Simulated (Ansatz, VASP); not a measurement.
Two plane-wave programs on Na

The input INCAR:

```
PREC     = Accurate       # precision mode
ENCUT    = 520            # plane-wave cutoff, eV
EDIFF    = 1E-6           # SCF threshold, eV
ISMEAR   = 0              # smearing method
SIGMA    = 0.15           # smearing width, eV
LREAL    = False          # projectors in reciprocal space
LASPH    = True           # aspherical terms in the spheres
NELM     = 100            # most SCF steps
ALGO     = Fast           # electronic algorithm
ISIF     = 2              # what is computed and relaxed
LWAVE    = False          # write WAVECAR
LCHARG   = False          # write CHGCAR
GGA      = PS             # functional
NBANDS   = 10             # bands
```

The input KPOINTS:

```
Automatic mesh
0
Gamma
  18 18 18
```

The input POSCAR:

```
Na
1.0
   -2.2353752790      2.2353752790      1.9000689872
    2.2353752790     -2.2353752790      1.9000689872
    2.2353752790      2.2353752790     -1.9000689872
Na
1
Direct
    0.0000000000      0.0000000000      0.0000000000
```

Input for Ansatz:

```yaml
crystal:
  lattice:
    - [-2.235375279, 2.235375279, 1.9000689872]
    - [2.235375279, -2.235375279, 1.9000689872]
    - [2.235375279, 2.235375279, -1.9000689872]
  atoms:
    - { symbol: Na, position: [0.0, 0.0, 0.0] }
basis:
  ecutwfc: 420
kpoints:
  mp_grid: { grid: [18, 18, 18] }
hamiltonian:
  xc: pbesol
scf:
  occupations: { method: gaussian, width: 0.15 }
output:
  forces: true
  stress: true
  eigenvalues: true
```

Alike in both runs: task single point; functional PBEsol; k mesh 18 × 18 × 18; occupations gaussian, width 0.15 eV; no spin polarisation.

|  | VASP | Ansatz |
| --- | --- | --- |
| version | VASP 6.6.1 | Ansatz 0.2.0 |
| potentials or method | VASP PAW PBE potentials, release 64 (Na_pv) | scalar-relativistic, plane waves, PAW |
| plane-wave cutoff (eV) | 520 | 420 |
| valence electrons in the cell | 7 | 9 |

Ansatz gave:

* gap on the k mesh at the Fermi level (eV): none
* pressure (GPa): -0.3
* largest component of the traceless stress (GPa): 0.38

What did VASP give for the same quantities?

gap on the k mesh at the Fermi level (eV): none; pressure (GPa): -0.2; largest component of the traceless stress (GPa): 0.38.

A gap of «none» marks a metal or a gap that the smearing closes. The two sets of potentials don't hold the same shells in valence.

Caveats: the PAW data sets were made with another functional, which shifts forces and pressure a little (VASP).
